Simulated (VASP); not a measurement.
# Cd5O4 in VASP: work function with PBE

Aim: the work function of Cd5O4 with PBE.

Program: VASP 6.6.1. These are calculated values, not measurements. Logs are shortened: lines on timing, memory, paths and dates and some standing lists are left out, and cuts for length are marked.

### Step 1. The undisturbed slab

The cell holds a slab with vacuum, 9 atoms: a = 3.321 Å, b = 3.321 Å, c = 25.846 Å, α = 90.00°, β = 90.00°, γ = 120.00°.

### Step 2. Work function, PBE (the (1 1 1) slab of CdO, cut from the database cell, not relaxed)

INCAR

```
ALGO = Normal
DIPOL = 0.5 0.5 0.500
EDIFF = 1E-6
ENCUT = 520
GGA = PE
IDIPOL = 3
ISIF = 2
ISMEAR = 0
LASPH = T
LCHARG = T
LDIPOL = T
LELF = T
LREAL = F
LVACPOTAV = T
LVHAR = T
LWAVE = F
NELM = 60
PREC = Accurate
SIGMA = 0.05
```

KPOINTS

```
k-points
0
Gamma
  9 9 1
```

POSCAR

```
Cd5O4
1.0
    3.3207855765      0.0000000000      0.0000000000
   -1.6603927882      2.8758846698      0.0000000000
    0.0000000000      0.0000000000     25.8456402768
Cd O
5 4
Direct
    0.6666666667      0.3333333333      0.2901843375
    0.3333333333      0.6666666667      0.3950921687
    0.0000000000      0.0000000000      0.5000000000
    0.6666666667      0.3333333333      0.6049078313
    0.3333333333      0.6666666667      0.7098156625
    0.0000000000      0.0000000000      0.3426382531
    0.6666666667      0.3333333333      0.4475460844
    0.3333333333      0.6666666667      0.5524539156
    0.0000000000      0.0000000000      0.6573617469
```

Potentials or basis: VASP PAW PBE potentials, release 64 (Cd, O).

Command:

```console
$ cat potpaw_PBE.64/Cd/POTCAR potpaw_PBE.64/O/POTCAR > POTCAR
$ mpirun -np 1 vasp_std > vasp.out
```

OUTCAR:

```text
EDIFF = 1E-6
   ENCUT = 520
   GGA = PE
   ISIF = 2
   ISMEAR = 0
   LASPH = T
   LREAL = F
   NELM = 60
   PREC = Accurate

 ion  position               nearest neighbor table
   1  0.667  0.333  0.290-   6 2.35   6 2.35   6 2.35   2 3.32   2 3.32   2 3.32
   2  0.333  0.667  0.395-   6 2.35   6 2.35   6 2.35   7 2.35   7 2.35   7 2.35   1 3.32   1 3.32
                             1 3.32   3 3.32   3 3.32   3 3.32
   3  0.000  0.000  0.500-   7 2.35   8 2.35   7 2.35   8 2.35   7 2.35   8 2.35   2 3.32   4 3.32
                             2 3.32   4 3.32   4 3.32   2 3.32
   4  0.667  0.333  0.605-   9 2.35   9 2.35   9 2.35   8 2.35   8 2.35   8 2.35   5 3.32   5 3.32
                             5 3.32   3 3.32   3 3.32   3 3.32
   5  0.333  0.667  0.710-   9 2.35   9 2.35   9 2.35   4 3.32   4 3.32   4 3.32
   6  0.000  0.000  0.343-   1 2.35   2 2.35   1 2.35   2 2.35   1 2.35   2 2.35
   7  0.667  0.333  0.448-   3 2.35   3 2.35   3 2.35   2 2.35   2 2.35   2 2.35
   8  0.333  0.667  0.552-   3 2.35   3 2.35   3 2.35   4 2.35   4 2.35   4 2.35
   9  0.000  0.000  0.657-   5 2.35   4 2.35   5 2.35   4 2.35   5 2.35   4 2.35

  LATTYP: Found a hexagonal cell.
 ALAT       =     3.3207855765
 C/A-ratio  =     7.7829898021

  Lattice vectors:

 A1 = (   3.3207855765,   0.0000000000,   0.0000000000)
 A2 = (  -1.6603927882,   2.8758846698,   0.0000000000)
 A3 = (   0.0000000000,   0.0000000000,  25.8456402768)

Analysis of symmetry for initial positions (statically):
=====================================================================
 Subroutine PRICEL returns:
 Original cell was already a primitive cell.

 Routine SETGRP: Setting up the symmetry group for a
 hexagonal supercell.

 Subroutine GETGRP returns: Found 12 space group operations
 (whereof 12 operations were pure point group operations)
 out of a pool of 24 trial point group operations.

The static configuration has the point symmetry D_3d.

Analysis of symmetry for dynamics (positions and initial velocities):
=====================================================================
 Subroutine PRICEL returns:
 Original cell was already a primitive cell.

 Routine SETGRP: Setting up the symmetry group for a
 hexagonal supercell.

 Subroutine GETGRP returns: Found 12 space group operations
 (whereof 12 operations were pure point group operations)
 out of a pool of 24 trial point group operations.

The dynamic configuration has the point symmetry D_3d.

 Subroutine INISYM returns: Found 12 space group operations
 (whereof 12 operations are pure point group operations),
 and found     1 'primitive' translations

----------------------------------------------------------------------------------------

                                     Primitive cell

  volume of cell :     246.8309

  direct lattice vectors                    reciprocal lattice vectors
     3.320785577  0.000000000  0.000000000     0.301133565  0.173859545  0.000000000
    -1.660392788  2.875884670  0.000000000     0.000000000  0.347719090  0.000000000
     0.000000000  0.000000000 25.845640277     0.000000000  0.000000000  0.038691245

  length of vectors
     3.320785577  3.320785577 25.845640277     0.347719090  0.347719090  0.038691245

  position of ions in fractional coordinates (direct lattice)
     0.666666667  0.333333333  0.290184338
     0.333333333  0.666666667  0.395092169
     0.000000000  0.000000000  0.500000000
     0.666666667  0.333333333  0.604907831
     0.333333333  0.666666667  0.709815662
     0.000000000  0.000000000  0.342638253
     0.666666667  0.333333333  0.447546084
     0.333333333  0.666666667  0.552453916
     0.000000000  0.000000000  0.657361747

  ion indices of the primitive-cell ions
   primitive index   ion index
                 1           1
                 2           2
                 3           3
                 4           4
                 5           5
                 6           6
                 7           7
                 8           8
                 9           9

----------------------------------------------------------------------------------------

 KPOINTS: k-points

Automatic generation of k-mesh.
 Grid dimensions read from file:
 generate k-points for:    9    9    1

 Generating k-lattice:

  Cartesian coordinates                     Fractional coordinates (reciprocal lattice)
     0.033459285  0.019317727  0.000000000     0.111111111  0.000000000  0.000000000
     0.000000000  0.038635454  0.000000000     0.000000000  0.111111111  0.000000000
     0.000000000  0.000000000  0.038691245     0.000000000  0.000000000  1.000000000

  Length of vectors
     0.038635454  0.038635454  0.038691245

  Shift w.r.t. Gamma in fractional coordinates (k-lattice)
     0.000000000  0.000000000  0.000000000

 Subroutine IBZKPT returns following result:
 ===========================================

 Found     12 irreducible k-points:

 Following reciprocal coordinates:
            Coordinates               Weight
  0.000000  0.000000  0.000000      1.000000
  0.111111 -0.000000  0.000000      6.000000
  0.222222  0.000000  0.000000      6.000000
  0.333333  0.000000  0.000000      6.000000
  0.444444  0.000000  0.000000      6.000000
  0.111111  0.111111  0.000000      6.000000
  0.222222  0.111111  0.000000     12.000000
  0.333333  0.111111  0.000000     12.000000
  0.444444  0.111111  0.000000      6.000000
  0.222222  0.222222  0.000000      6.000000
  0.333333  0.222222  0.000000     12.000000
  0.333333  0.333333  0.000000      2.000000
   k-points           NKPTS =     12   k-points in BZ     NKDIM =     12   number of bands    NBANDS=     50
   number of dos      NEDOS =    301   number of ions     NIONS =      9
   total plane-waves  NPLWV = 150528
   dimension x,y,z NGX =    28 NGY =   28 NGZ =  192
   dimension x,y,z NGXF=    56 NGYF=   56 NGZF=  384
   ions per type =               5   4
   NGX,Y,Z   is equivalent  to a cutoff of  14.02, 14.02, 12.35 a.u.
   NGXF,Y,Z  is equivalent  to a cutoff of  28.03, 28.03, 24.70 a.u.
 SYSTEM =  unknown system
   PREC   = accura    normal or accurate (medium, high low for compatibility)
   ISTART =      0    job   : 0-new  1-cont  2-samecut
   ICHARG =      2    charge: 1-file 2-atom 10-const
   ISPIN  =      1    spin polarized calculation?
   LNONCOLLINEAR =      F non collinear calculations
   LSORBIT =      F    spin-orbit coupling
   LASPH  =      T    aspherical Exc in radial PAW
   ENCUT  =  520.0 eV  38.22 Ry    6.18 a.u.   6.17  6.17 48.06*2*pi/ulx,y,z
   NELM   =     60;   NELMIN=  2; NELMDL= -5     # of ELM steps
   EDIFF  = 0.1E-05   stopping-criterion for ELM
   LREAL  =      F    real-space projection
   EDIFFG = 0.1E-04   stopping-criterion for IOM
   NSW    =      0    number of steps for IOM
   IBRION =     -1    ionic relax: 0-MD 1-quasi-New 2-CG
   NFREE  =      0    steps in history (QN), initial steepest desc. (CG)
   ISIF   =      2    stress and relaxation
   ISYM   =      2    0-nonsym 1-usesym 2-fastsym
   POTIM  = 0.5000    time-step for ionic-motion
   TEBEG  =    0.0;   TEEND  =   0.0 temperature during run
   PSTRESS=    0.0 pullay stress
   NELECT =      84.0000    total number of electrons
   NUPDOWN=      -1.0000    fix difference up-down
   EMIN   =  10.00;   EMAX   =-10.00  energy-range for DOS
   EFERMI =   0.00;   METHOD = LEGACY
   ISMEAR =     0;   SIGMA  =   0.05  broadening in eV -4-tet -1-fermi 0-gaus
   EFERMI_NEDOS =   21; number of points for ismear=-14 and -15
   IALGO  =     38    algorithm
   IMIX   =      4    mixing-type and parameters
     AMIX     =   0.40;   BMIX     =  1.00
     AMIX_MAG =   1.60;   BMIX_MAG =  1.00
  volume/ion in A,a.u.               =      27.43       185.08
  Fermi-wavevector in a.u.,A,eV,Ry     =   1.142970  2.159900 17.774376  1.306380
  Thomas-Fermi vector in A             =   2.279666
   LORBIT       =      0    0 simple, 1 ext, 2 COOP (PROOUT), +10 PAW based schemes
   GGA     = PE    functional components
   LHFCALC =     F    Hartree Fock is set to
   AEXX    =    0.0000 exact exchange contribution
   IVDW    =     0    specifies the selected vdW correction
   LEPSILON=     F    determine dielectric tensor
   LRPA    =     F    only Hartree local field effects (RPA)
 non-spin polarized calculation
 Gauss-broadening in eV      SIGMA  =   0.05
  energy-cutoff  :      520.00
  volume of cell :      246.83
 maximum number of plane-waves:      6684
 NGX is ok and might be reduce to    28
   NGX = 13   NGY = 13   NGZ = 97

 number of electron      84.0000020 magnetization

 dipolmoment           0.000000      0.000000      0.000000 electrons x Angstroem

 Free energy of the ion-electron system (eV)
  ---------------------------------------------------
  ext. energy  EPLUGINS =         0.00000000
  ---------------------------------------------------
  free energy    TOTEN  =       -30.40289175 eV

  energy without entropy =      -30.39831110  energy(sigma->0) =      -30.40060143

 E-fermi :  -0.1159     XC(G=0):  -6.5618

 val. band max:       -0.1247519262   @ k =   0.2222   0.2222   0.0000
 cond. band min:      -0.1022979422   @ k =   0.2222   0.2222   0.0000
 fundamental gap:      0.0224539840
 Fermi energy:        -0.1158811915

 k-point     1 :       0.0000    0.0000    0.0000
  band No.  band energies     occupation
      1     -19.0299      2.00000
      2     -18.9350      2.00000
      3     -18.6382      2.00000
      4     -18.3344      2.00000
      5      -9.4049      2.00000
      6      -9.3139      2.00000
[... 42 lines left out ...]
     49       3.8489      0.00000
     50       4.8459      0.00000
[... 581 lines left out ...]
     49       4.6484      0.00000
     50       4.7540      0.00000

------------------------ aborting loop because EDIFF is reached ----------------------------------------

  FORCE on cell =-STRESS in cart. coord.  units (eV):
  Direction    XX          YY          ZZ          XY          YZ          ZX
  --------------------------------------------------------------------------------------
  -------------------------------------------------------------------------------------
  Total        3.8220331      3.8220331      5.7597896      0.0000000      0.0000000     -0.0000000
  in kB       24.8087811     24.8087811     37.3867406      0.0000000      0.0000000     -0.0000000
  external PRESSURE =      29.0014343 kB  Pullay stress =       0.0000000 kB

 VOLUME and BASIS-vectors are now :
 -----------------------------------------------------------------------------
  energy-cutoff  :      520.00
  volume of cell :      246.83
      direct lattice vectors                 reciprocal lattice vectors
     3.320785577  0.000000000  0.000000000     0.301133565  0.173859545  0.000000000
    -1.660392788  2.875884670  0.000000000     0.000000000  0.347719090  0.000000000
     0.000000000  0.000000000 25.845640277     0.000000000  0.000000000  0.038691245

 POSITION                                       TOTAL-FORCE (eV/Angst)
 -----------------------------------------------------------------------------------
      1.66039      0.95863      7.50000         0.000000     -0.000000     -0.568223
     -0.00000      1.91726     10.21141        -0.000000      0.000000      0.273992
      0.00000      0.00000     12.92282        -0.000000      0.000000      0.000000
      1.66039      0.95863     15.63423         0.000000      0.000000     -0.273992
     -0.00000      1.91726     18.34564        -0.000000      0.000000      0.568223
      0.00000      0.00000      8.85571        -0.000000     -0.000000     -0.104249
      1.66039      0.95863     11.56712         0.000000     -0.000000     -0.121171
     -0.00000      1.91726     14.27853         0.000000      0.000000      0.121171
      0.00000      0.00000     16.98994        -0.000000      0.000000      0.104249
 -----------------------------------------------------------------------------------
    total drift:                               -0.000000      0.000000      0.000000

  FREE ENERGIE OF THE ION-ELECTRON SYSTEM (eV)
  ---------------------------------------------------
  free  energy   TOTEN  =       -30.4028917531 eV

  energy  without entropy=      -30.3983111038  energy(sigma->0) =      -30.40060143

 vacuum level on the upper side and lower side of the slab         3.903         3.903
```

Run time: 3.4 min. Hardware: 1 thread of AMD EPYC 9R45 (Zen 5), shared host; peak memory 0.38 GiB.

What came out:

```
Free energy                     : -30.4029 eV
Largest force                   : 0.568 eV/Å
Band gap on the k mesh          : none (metal or under the smearing width)
Work function of the upper face : 4.02 eV
Work function of the lower face : 4.02 eV
```

Forces on the atoms (eV/Å):
```
Cd   0.000  0.000 -0.568
Cd   0.000  0.000  0.274
Cd   0.000  0.000  0.000
Cd   0.000  0.000 -0.274
Cd   0.000  0.000  0.568
O    0.000  0.000 -0.104
O    0.000  0.000 -0.121
O    0.000  0.000  0.121
O    0.000  0.000  0.104
```

Levels at points of the mesh, in eV from the Fermi level:
| k point | band 38 | band 39 | band 40 | band 41 | band 42 | band 43 | band 44 | band 45 | band 46 | band 47 |
| --- | --- | --- | --- | --- | --- | --- | --- | --- | --- | --- |
| (0.00, 0.00, 0.00) | -2.55 | -2.19 | -2.11 | -2.11 | -1.68 | -1.68 | -0.51 | 0.73 | 1.67 | 2.44 |
